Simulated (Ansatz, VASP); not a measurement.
Ag in VASP and in Ansatz

```
Ag
1.0
    -1.62186    1.62186    1.62186
     1.62186   -1.62186    1.62186
     1.62186    1.62186   -1.62186
Ag
1
Direct
  0.00000 0.00000 0.00000
```

This isn't the form of Ag at room conditions, which is fcc.

Alike in both runs: task single point; functional LDA; k mesh 11 × 11 × 11; occupations fermi-dirac, width 0.05 eV; no spin polarisation.

```csv
,VASP,Ansatz
version,VASP 6.6.1,Ansatz 0.2.0
potentials or method,"VASP PAW LDA potentials, release 64 (Ag)",Ansatz PAW
plane-wave cutoff (eV),520,420
valence electrons in the cell,11,19
```

Ansatz gave:

```
gap on the k mesh at the Fermi level (eV) : none
pressure (GPa)                            : -6.5
```

**Question.** What did VASP give for the same quantities?

**Answer.** gap on the k mesh at the Fermi level (eV): none; pressure (GPa): -6.3.

A gap of «none» marks a metal or a gap that the smearing closes. The two sets of potentials don't hold the same shells in valence.

Caveats: the PAW data sets come from PBE, with cores solved anew for the run's functional, which leaves a small shift of forces and pressure (Ansatz).
